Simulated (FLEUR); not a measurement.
## Si2Ni: single point with PBE

Si2Ni:

```
CELL_PARAMETERS angstrom
0.00000 2.70300 2.70300
2.70300 0.00000 2.70300
2.70300 2.70300 0.00000
ATOMIC_POSITIONS crystal
Ni 0.00000 0.00000 0.00000
Si 0.75000 0.75000 0.75000
Si 0.25000 0.25000 0.25000
```

* Program: FLEUR MaX-R8.1 (later development tree)
* Task: single point
* Functional: PBE
* Potentials or basis: all-electron
* Basis: FLAPW
* Kmax: 5.27 1/bohr
* k mesh: 9 × 9 × 9
* Occupations: fermi-dirac, width 0.05 eV
* Spin: collinear spin, ferromagnetic start
* Starting moments: [2.5, 0.0, 0.0] μB

```json
{
  "Band gap on the k mesh": "none (metal or under the smearing width)",
  "Net moment": "0.00 μB per cell",
  "Valence electrons inside the program's atomic spheres": "Ni 16.91; Si 9.39 (radii Ni 2.11, Si 1.86 bohr)"
}
```

Levels at points of the mesh, in eV from the Fermi level:
Spin up:
| k point | band 17 | band 18 | band 19 | band 20 | band 21 | band 22 | band 23 | band 24 | band 25 | band 26 |
| --- | --- | --- | --- | --- | --- | --- | --- | --- | --- | --- |
| (0.00, 0.00, 0.00) | -3.53 | -3.53 | -0.34 | 1.69 | 1.69 | 1.69 | 2.22 | 2.22 | 2.22 | 4.68 |
Spin down:
| k point | band 19 | band 20 | band 21 | band 22 | band 23 | band 24 |
| --- | --- | --- | --- | --- | --- | --- |
| (0.00, 0.00, 0.00) | -0.34 | 1.69 | 1.69 | 1.69 | 2.22 | 2.22 |

Core levels (eV from the Fermi level):
```tsv
atom	levels
1 Ni	1s1/2 -8203.9, 2s1/2 -975.2, 2p1/2 -849.8, 2p3/2 -832.3
2 Si	1s1/2 -1781.4
3 Si	1s1/2 -1781.4
```

Wall time 5 min on 1 thread of Intel(R) Xeon(R) 6975P-C (Granite Rapids), on a shared host, peak memory 0.1 GiB.

Caveat: the starting moments collapsed, and a magnetic state may lie lower.
